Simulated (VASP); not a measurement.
SnSe (strained rocksalt): a r²SCAN single-point calculation in VASP

INCAR

```
NELM = 120
METAGGA = R2SCAN
ALGO = Normal
IBRION = -1
ISIF = 2
LREAL = .FALSE.
NSW = 0
ISMEAR = 0
LWAVE = .FALSE.
EDIFF = 1E-7
NBANDS = 17
LCHARG = .FALSE.
PREC = Accurate
LASPH = .TRUE.
ENCUT = 520
SIGMA = 0.01
```

KPOINTS

```
KPOINTS created by Atomic Simulation Environment
0
Gamma
8 8 8
0 0 0
```

KPOINTS_OPT

```
special points
7
Reciprocal
0.0000000000 0.0000000000 0.0000000000 1
0.5000000000 0.0000000000 0.5000000000 1
0.6250000000 0.2500000000 0.6250000000 1
0.3750000000 0.3750000000 0.7500000000 1
0.5000000000 0.5000000000 0.5000000000 1
0.5000000000 0.2500000000 0.7500000000 1
0.5000000000 0.4750000000 0.5250000000 1
```

POSCAR

```
Sn Se
 1.0000000000000000
     0.0000000000000000    3.0021131537999999    2.9162527175999999
     3.0021131537999999    0.0000000000000000    2.9162527175999999
     3.0021131537999999    3.0021131537999999    0.0000000000000000
 Sn  Se
   1   1
Cartesian
  0.0000000000000000  0.0000000000000000  0.0000000000000000
  3.0021131537999999  3.0021131537999999  2.9162527175999995
```

VASP ran with the recommended PBE PAW datasets (20 valence electrons in the cell).

Command

```
mpirun -np 1 vasp_std
```

OSZICAR

```
N       E                     dE             d eps       ncg     rms          rms(c)
DAV:   1     0.101309815851E+03    0.10131E+03   -0.10188E+04  2050   0.150E+03
DAV:   2    -0.303056173762E+02   -0.13162E+03   -0.12744E+03  2169   0.356E+02
DAV:   3    -0.429515790368E+02   -0.12646E+02   -0.12557E+02  2400   0.962E+01
DAV:   4    -0.432759251874E+02   -0.32435E+00   -0.32410E+00  2492   0.164E+01
DAV:   5    -0.432852078183E+02   -0.92826E-02   -0.92819E-02  2906   0.268E+00    0.383E+00
DAV:   6    -0.398475133958E+02    0.34377E+01   -0.93985E-01  2296   0.133E+01    0.261E+00
DAV:   7    -0.398467957362E+02    0.71766E-03   -0.14854E-01  2437   0.246E+00    0.108E+00
DAV:   8    -0.398520608528E+02   -0.52651E-02   -0.79686E-03  2542   0.898E-01    0.413E-01
DAV:   9    -0.398535271369E+02   -0.14663E-02   -0.18456E-03  2442   0.412E-01    0.996E-02
DAV:  10    -0.398535512691E+02   -0.24132E-04   -0.14434E-04  2719   0.167E-01    0.383E-02
DAV:  11    -0.398535850767E+02   -0.33808E-04   -0.61063E-05  2505   0.676E-02    0.155E-02
DAV:  12    -0.398535837338E+02    0.13429E-05   -0.17129E-05  2648   0.589E-02    0.285E-03
DAV:  13    -0.398535836298E+02    0.10390E-06   -0.39471E-07  2452   0.647E-03    0.832E-04
DAV:  14    -0.398535835364E+02    0.93426E-07   -0.52841E-08  1584   0.247E-03
   1 F= -.39853584E+02 E0= -.39853584E+02  d E =-.751230E-27
       N       E                     dE             ncg
DAV:   1     0.124947341072E+04   -0.40814E+04      246
DAV:   2     0.314515701971E+03   -0.93496E+03      262
DAV:   3     0.228132876007E+03   -0.86383E+02      292
DAV:   4     0.225894013372E+03   -0.22389E+01      315
DAV:   5     0.225820773549E+03   -0.73240E-01      353
DAV:   6     0.225819531445E+03   -0.12421E-02      330
DAV:   7     0.225819513384E+03   -0.18061E-04      337
DAV:   8     0.225819513201E+03   -0.18319E-06      304
DAV:   9     0.225819513199E+03   -0.20293E-08      242
```

From OUTCAR

```
k-points           NKPTS =     59   k-points in BZ     NKDIM =     59   number of bands    NBANDS=     17

   NELECT =      20.0000    total number of electrons

   dimension x,y,z NGX =    32 NGY =   32 NGZ =   32
   dimension x,y,z NGXF=    64 NGYF=   64 NGZF=   64

  energy-cutoff  :      520.00
  volume of cell :       52.57
      direct lattice vectors                 reciprocal lattice vectors
     0.000000000  3.002113154  2.916252718    -0.166549352  0.166549352  0.171452905
     3.002113154  0.000000000  2.916252718     0.166549352 -0.166549352  0.171452905
     3.002113154  3.002113154  0.000000000     0.166549352  0.166549352 -0.171452905

 k-points in reciprocal lattice and weights: KPOINTS created by Atomic Simulation Env
   0.00000000  0.00000000  0.00000000       0.002
   0.12500000 -0.00000000  0.00000000       0.016
   0.25000000 -0.00000000  0.00000000       0.016
   0.37500000  0.00000000  0.00000000       0.016
   0.50000000 -0.00000000  0.00000000       0.008
   0.12500000  0.12500000  0.00000000       0.004
   0.25000000  0.12500000  0.00000000       0.016
   0.37500000  0.12500000  0.00000000       0.016
   ...

 E-fermi :   6.1716

 k-point     1 :       0.0000    0.0000    0.0000
  band No.  band energies     occupation
      1     -16.4195      2.00000
      2     -16.4145      2.00000
      3     -16.4091      2.00000
      4     -16.4069      2.00000
      5     -16.4069      2.00000
      6      -8.8687      2.00000
      7       1.0165      2.00000
      8       3.1679      2.00000
      9       3.4731      2.00000
     10       3.4731      2.00000
     11      10.3855      0.00000
     12      10.3855      0.00000
     13      11.1571      0.00000
     14      12.0531      0.00000
     15      12.0531      0.00000
     16      12.2716      0.00000
     17      14.2647      0.00000

 k-point     2 :       0.1250   -0.0000    0.0000
  band No.  band energies     occupation
      1     -16.4202      2.00000
      2     -16.4138      2.00000
      3     -16.4101      2.00000
      4     -16.4057      2.00000
      5     -16.4051      2.00000
      6      -8.7466      2.00000
      7       0.2126      2.00000
      8       3.3042      2.00000
      9       3.4802      2.00000
     10       4.0501      2.00000
     11       9.5223      0.00000
     12       9.5932      0.00000
     13      10.2163      0.00000
     14      12.1430      0.00000
     15      12.4675      0.00000
     16      12.5792      0.00000
     17      15.3736      0.00000

 k-point     3 :       0.2500   -0.0000    0.0000
  band No.  band energies     occupation
      1     -16.4230      2.00000
      2     -16.4159      2.00000
      3     -16.4100      2.00000
      4     -16.4018      2.00000
      5     -16.3998      2.00000
      6      -8.4160      2.00000
      7      -1.1120      2.00000
      8       3.4340      2.00000
      9       3.5154      2.00000
     10       4.9965      2.00000
     11       8.2246      0.00000
     12       8.3796      0.00000
     13       8.8435      0.00000
     14      12.4879      0.00000
     15      13.5280      0.00000
     16      13.5521      0.00000
     17      17.6801      0.00000

 k-point     4 :       0.3750    0.0000    0.0000
  band No.  band energies     occupation
      1     -16.4262      2.00000
      2     -16.4198      2.00000
      3     -16.4089      2.00000
      4     -16.3974      2.00000
      5     -16.3941      2.00000
      6      -8.0120      2.00000
      7      -2.2110      2.00000
      8       3.5821      2.00000
      9       3.5932      2.00000
     10       5.7069      2.00000
     11       7.2370      0.00000
     12       7.4853      0.00000
     13       7.7739      0.00000
     14      13.6050      0.00000
     15      15.0682      0.00000
     16      15.1440      0.00000
     17      18.1541      0.00000

 k-point     5 :       0.5000   -0.0000    0.0000
  band No.  band energies     occupation
      1     -16.4275      2.00000
      2     -16.4215      2.00000
      3     -16.4084      2.00000
      4     -16.3955      2.00000
      5     -16.3917      2.00000
      6      -7.8113      2.00000
      7      -2.6565      2.00000
      8       3.6220      2.00000
      9       3.6767      2.00000
     10       6.0992      2.00000
     11       6.7569      0.00000
     12       7.1545      0.00000
     13       7.3360      0.00000
     14      14.8058      0.00000
     15      16.4850      0.00000
     16      16.7718      0.00000
     17      16.7932      0.00000

 k-point     6 :       0.1250    0.1250    0.0000
  band No.  band energies     occupation
      1     -16.4180      2.00000
      2     -16.4157      2.00000
      3     -16.4130      2.00000
      4     -16.4037      2.00000
      5     -16.4037      2.00000
      6      -8.6971      2.00000
      7       0.0389      2.00000
      8       3.1777      2.00000
      9       3.1778      2.00000
     10       4.6086      2.00000
     11       8.7413      0.00000
     12      10.2456      0.00000
     13      10.2456      0.00000
     14      11.2595      0.00000
     15      13.2475      0.00000
     16      13.2475      0.00000
     17      14.4903      0.00000

 k-point     7 :       0.2500    0.1250    0.0000
  band No.  band energies     occupation
      1     -16.4183      2.00000
      2     -16.4182      2.00000
      3     -16.4155      2.00000
      4     -16.4001      2.00000
      5     -16.3990      2.00000
      6      -8.4266      2.00000
      7      -0.8548      2.00000
      8       2.9825      2.00000
      9       3.0880      2.00000
     10       5.3054      2.00000
     11       7.6120      0.00000
     12       9.6116      0.00000
     13       9.6664      0.00000
     14      11.2566      0.00000
     15      14.0844      0.00000
     16      14.3000      0.00000
     17      15.9035      0.00000

 k-point     8 :       0.3750    0.1250    0.0000
  band No.  band energies     occupation
      1     -16.4232      2.00000
      2     -16.4214      2.00000
      3     -16.4130      2.00000
      4     -16.3968      2.00000
      5     -16.3933      2.00000
      6      -8.0362      2.00000
      7      -1.8678      2.00000
      8       2.9845      2.00000
      9       3.0735      2.00000
     10       5.1532      2.00000
     11       7.4186      0.00000
     12       8.6737      0.00000
     13       9.0090      0.00000
     14      11.9976      0.00000
     15      15.2639      0.00000
     16      15.8327      0.00000
     17      17.9881      0.00000

 k-point     9 :       0.5000    0.1250    0.0000
  band No.  band energies     occupation
      1     -16.4252      2.00000
      2     -16.4245      2.00000
      3     -16.4097      2.00000
      4     -16.3956      2.00000
      5     -16.3910      2.00000
      6      -7.7573      2.00000
      7      -2.4569      2.00000
      8       2.8196      2.00000
      9       3.1982      2.00000
     10       5.0954      2.00000
     11       7.1838      0.00000
     12       7.8639      0.00000
     13       9.1296      0.00000
     14      13.4296      0.00000
     15      15.9899      0.00000
     16      16.8345      0.00000
     17      17.2130      0.00000

 k-point    10 :      -0.3750    0.1250    0.0000
  band No.  band energies     occupation
      1     -16.4257      2.00000
      2     -16.4233      2.00000
      3     -16.4071      2.00000
      4     -16.3974      2.00000
      5     -16.3933      2.00000
      6      -7.8401      2.00000
      7      -2.2706      2.00000
      8       2.4762      2.00000
      9       3.5344      2.00000
     10       5.5405      2.00000
     11       6.7818      0.00000
     12       7.4527      0.00000
     13       9.6841      0.00000
     14      13.7832      0.00000
     15      14.9090      0.00000
     16      15.9410      0.00000
     17      17.3929      0.00000

 k-point    11 :      -0.2500    0.1250    0.0000
  band No.  band energies     occupation
      1     -16.4247      2.00000
      2     -16.4185      2.00000
      3     -16.4061      2.00000
      4     -16.4015      2.00000
      5     -16.3987      2.00000
      6      -8.2010      2.00000
      7      -1.4294      2.00000
      8       2.3510      2.00000
      9       3.7760      2.00000
     10       5.7194      2.00000
     11       6.9379      0.00000
     12       7.6209      0.00000
     13      10.2259      0.00000
     14      12.8519      0.00000
     15      13.3737      0.00000
     16      15.6228      0.00000
     17      17.4024      0.00000

 ...

  Total        0.2177328      0.2177328      1.6514218      0.0000000     -0.0000000      0.0000000
  in kB        6.6362883      6.6362883     50.3337549      0.0000000     -0.0000000      0.0000000
  external PRESSURE =      21.2021105 kB  Pullay stress =       0.0000000 kB

 POSITION                                       TOTAL-FORCE (eV/Angst)
 -----------------------------------------------------------------------------------
      0.00000      0.00000      0.00000         0.000000     -0.000000      0.000000
      3.00211      3.00211      2.91625        -0.000000      0.000000      0.000000
 -----------------------------------------------------------------------------------
    total drift:                                0.000000     -0.000000     -0.000000

  FREE ENERGIE OF THE ION-ELECTRON SYSTEM (eV)
  ---------------------------------------------------
  free  energy   TOTEN  =       -39.8535835364 eV

  energy  without entropy=      -39.8535835364  energy(sigma->0) =      -39.85358354
```

The gap between bands v and c is 0.10 eV and the least direct gap is 0.10 eV. The pressure is 2.1 GPa.

Band v is the last that the valence electrons fill when counted band by band, and c is the next.
